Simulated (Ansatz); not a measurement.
# From the elastic tensor of SiC to moduli and sound speeds

These are results of DFT PBE, scalar-relativistic, plane waves, PAW in Ansatz 0.2.0, not measurements. Cutoff 420 eV, 12×12×6 k-points (Γ-centred), fixed occupations. No spin polarisation.

Symmetry: P6_3mc, No. 186, hexagonal system. The conventional cell has a = 3.092 Å, b = 3.092 Å, c = 5.074 Å, α = 90.00°, β = 90.00°, γ = 120.00°. Around Si (site symmetry 3m) lie 4 C at 1.89 to 1.91 Å. C (site symmetry 3m) is surrounded by 4 Si at 1.89 to 1.91 Å.

Relaxed-ion constants (GPa, on the Cartesian axes of the calculation):
```
492.8 101.4  50.2   0.0   0.0   0.0
101.4 492.8  50.2   0.0   0.0   0.0
 50.3  50.3 531.3   0.0   0.0   0.0
  0.0   0.0   0.0 151.0   0.0   0.0
  0.0   0.0   0.0   0.0 151.0   0.0
  0.0   0.0   0.0   0.0   0.0 195.7
```

Density 3.170 g/cm³; 4 atoms in 42.01 Å³.

The values that follow are for a polycrystal of randomly turned grains, by Hill's mean where one number stands.

```json
{
 "Bulk modulus, Voigt / Reuss / Hill": "213.4 / 213.4 / 213.4 GPa",
 "Shear modulus, Voigt / Reuss / Hill": "187.2 / 181.2 / 184.2 GPa",
 "Young's modulus": "429 GPa",
 "Poisson ratio": "0.165",
 "Pugh ratio B/G": "1.16",
 "Universal anisotropy index": "0.16",
 "Longitudinal and transverse sound speeds": "12034 and 7623 m/s",
 "Debye temperature from the mean sound speed": "1140 K"
}
```

Cost: 1 run of about 5.6 core-minutes, on Intel Xeon Platinum 8259CL (Skylake/Cascade Lake) (shared hosts).

The elastic constants describe a stiff covalent network whose resistance to shear nearly matches its resistance to compression. This is typical of directional sp³ bonding, where changing bond angles costs energy as well as stretching bonds. The low Poisson ratio and Pugh ratio fit this picture and are in line with the known brittleness of SiC.

The anisotropy lies mainly in shear: the Voigt and Reuss bulk moduli coincide, so the crystal contracts almost evenly under pressure. One bond of each tetrahedron points along c, so uniaxial strain in that direction stretches it directly, which explains why C33 (531.3 GPa) exceeds C11 (492.8 GPa). Sliding the basal planes over one another stretches the inclined bonds less than in-plane shear does and relies more on bond bending, hence C44 of 151.0 GPa against 195.7 GPa for C66.

Stiff bonds between light atoms also account for the fast sound and high Debye temperature. The tensor satisfies the conditions for elastic stability, but that doesn't establish wurtzite as the preferred polytype.
